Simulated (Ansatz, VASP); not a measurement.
Given: the input of a run of VASP 6.6.1 on Sc.

INCAR

```
SYSTEM = Sc
ALGO = Normal ; EDIFF = 1E-6
ENCUT = 520 ; GGA = PE
ISIF = 2 ; ISMEAR = 0
IVDW = 12 ; LASPH = .True.
LCHARG = .True. ; LELF = .True.
LREAL = .False. ; LVHAR = .True.
LWAVE = .False. ; NBANDS = 12
NELM = 80 ; PREC = Accurate
SIGMA = 0.05
```

File KPOINTS:

```
k-points
0
Gamma
  10 10 10
  0 0 0
```

The input POSCAR:

```
Sc
1.0
    0.0000000000      2.2600000000      2.2600000000
    2.2600000000      0.0000000000      2.2600000000
    2.2600000000      2.2600000000      0.0000000000
Sc
1
Direct
    0.0000000000      0.0000000000      0.0000000000
```

Potentials or basis: VASP PAW PBE potentials, release 64 (Sc_sv).

Launch:

```console
$ cat potpaw_PBE.64/Sc_sv/POTCAR > POTCAR
$ mpirun -np 1 vasp_std > vasp.out
```

Task: Translate it to Ansatz 0.2.0. Potentials there: SG15 NC.

Result: As run (the cutoff follows the program's own potentials):

File input.yaml:

```yaml
crystal:
  lattice:
    - [0.0, 2.26, 2.26]
    - [2.26, 0.0, 2.26]
    - [2.26, 2.26, 0.0]
  atoms:
    - { symbol: Sc, position: [0.0, 0.0, 0.0] }
hamiltonian:
  xc: pbe
  pseudopotentials:
    kind: nc
    accuracy: standard
    azcp: { Sc: Sc_ONCV_PBE-1.2.nc.azcp }
  dispersion: d3bj
kpoints:
  mp_grid: { grid: [10, 10, 10] }
scf:
  occupations: { method: gaussian, width: 0.05 }
output:
  forces: true
  stress: true
  eigenvalues: true
```

Potentials or basis: SG15 NC.

Run with:

```sh
$ ansatz run input.yaml --threads 1 --pin off --max-ram 2560MiB --backend cpu --events-out ev --progress --plain --runs-dir out
```

Both were run:

|  | VASP | Ansatz | Ansatz less VASP |
| --- | --- | --- | --- |
| gap on the k mesh at the Fermi level (eV) | none | none | - |
| pressure (GPa) | 0.8 | 0.9 | +0.03 |
| dispersion energy (meV/atom) | -415.1 | -415.2 | -0.13 |

A gap of «none» marks a metal or a gap that the smearing closes. The functional is the same, so the differences come from potentials, cutoffs and numerics.

Caveats: pairwise dispersion overbinds metals, which lowers pressure and volume.
